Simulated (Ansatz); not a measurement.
# AlAs: energy and pressure over a range of volumes

One table from this session's results is given with a row withheld; the runs are named, their logs left out.

Program: Ansatz 0.2.0. Level of theory: DFT PBE, scalar-relativistic. These are calculated values, not measurements.

### The starting structure

Symmetry: F-43m, No. 216, cubic system. The conventional cell has a = 5.661 Å, b = 5.661 Å, c = 5.661 Å, α = 90.00°, β = 90.00°, γ = 90.00°. Around Al (site symmetry -43m) lie 4 As at 2.45 Å. As (site symmetry -43m) is surrounded by 4 Al at 2.45 Å.

Structure file:

```cif
data_structure
_symmetry_space_group_name_H-M 'P 1'
_symmetry_Int_Tables_number 1
_cell_length_a 4.0028
_cell_length_b 4.0028
_cell_length_c 4.0028
_cell_angle_alpha 60.000
_cell_angle_beta 60.000
_cell_angle_gamma 60.000
_cell_volume 45.35
loop_
_atom_site_label
_atom_site_type_symbol
_atom_site_fract_x
_atom_site_fract_y
_atom_site_fract_z
_atom_site_occupancy
Al1 Al 0.00000 0.00000 0.00000 1
As1 As 0.75000 0.75000 0.75000 1
```

The structure is an experimental refinement, used without relaxation.

Atoms are numbered in the order of the input: Al1, As2.

Set-up of the first run:

input.yaml reads:

```yaml
crystal:
  lattice:
    - [0.0, 2.7731120344, 2.7731120344]
    - [2.7731120344, 0.0, 2.7731120344]
    - [2.7731120344, 2.7731120344, 0.0]
  atoms:
    - { symbol: Al, position: [0.0, 0.0, 0.0] }
    - { symbol: As, position: [0.75, 0.75, 0.75] }
kpoints:
  mp_grid: { grid: [11, 11, 11] }
scf:
  occupations: { method: fermi_dirac, width: 0.05 }
hamiltonian:
  xc: pbe
  pseudopotentials: { kind: all_electron, lapw: { basis_error: 0.001 } }
output:
  forces: true
  stress: true
  eigenvalues: true
```

Among the steps run: Volume × 0.9405, LAPW; Volume × 0.9405, PAW; Volume × 0.9405, crystal datasets; Volume × 0.97, LAPW; Volume × 0.97, PAW; Volume × 1.03, LAPW; Volume × 1.03, PAW; Volume × 1.06, LAPW; Volume × 1.06, PAW; Volume × 1.06, crystal datasets.

One table of the session follows, with a row left open; its other results are not shown here.

| method | volume (Å³/atom) | pressure (GPa) | gap on the k mesh (eV) |
| --- | --- | --- | --- |
| LAPW | 21.326 | 7.98 | 1.38 |
| LAPW | 21.995 | 5.09 | 1.44 |
| LAPW | 22.675 | 2.57 | 1.49 |
| LAPW | 23.355 | 0.41 | 1.54 |
| LAPW | 24.035 | -1.45 | 1.58 |
| PAW | 21.326 | 8.02 | 1.38 |
| PAW | 21.995 | ? | ? |
| PAW | 22.675 | 2.59 | 1.49 |
| PAW | 23.355 | 0.42 | 1.54 |
| PAW | 24.035 | -1.45 | 1.58 |
| crystal datasets | 21.326 | 7.98 | 1.38 |
| crystal datasets | 22.675 | 2.56 | 1.49 |
| crystal datasets | 24.035 | -1.45 | 1.58 |

**Question.** Estimate the row for PAW, 21.995.

**Answer.** pressure (GPa): 5.12; gap on the k mesh (eV): 1.44. In the column «pressure (GPa)» it lies between LAPW, 21.995 (5.09) and LAPW, 21.326 (7.98).

Limits of these values: Warnings in the runs' records: crystal datasets made.
